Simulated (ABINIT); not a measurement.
The system is SiO2.

```xyz
6
Lattice="4.2332 0.0000 0.0000 0.0000 4.2332 0.0000 0.0000 0.0000 2.6935" Properties=species:S:1:pos:R:3 pbc="T T T"
Si    0.0000    0.0000    0.0000
Si    2.1166    2.1166    1.3467
O     3.4155    0.8177    1.3467
O     1.2989    1.2989    0.0000
O     0.8177    3.4155    1.3467
O     2.9343    2.9343    0.0000
```

The cell comes from a database or a generator and needn't be the stable form of this composition.

Base run:

```yaml
Program: ABINIT 10.8.3 (patched build)
Functional: PBE
Potentials_or_basis: JTH PAW PBE v2.0
Cutoff: 626 eV
k_mesh: 6 × 6 × 10
Occupations: fermi-dirac, width 0.05 eV
Spin: no spin polarisation
```

Its results: band gap on the k mesh 4.99 eV, direct; pressure -2.4 GPa; largest force 0.068 eV/Å.

The run is repeated on the same cell with these changes: functional from PBE to r2SCAN; cutoff from 626 eV to 762 eV; fine-grid cutoff from 1224.51 eV to 1360.57 eV. What comes out?

Band gap on the k mesh 5.94 eV, direct; pressure -12.9 GPa; largest force 0.162 eV/Å.

Caveats: the PAW data sets were made with another functional, which shifts forces and pressure a little (some runs).
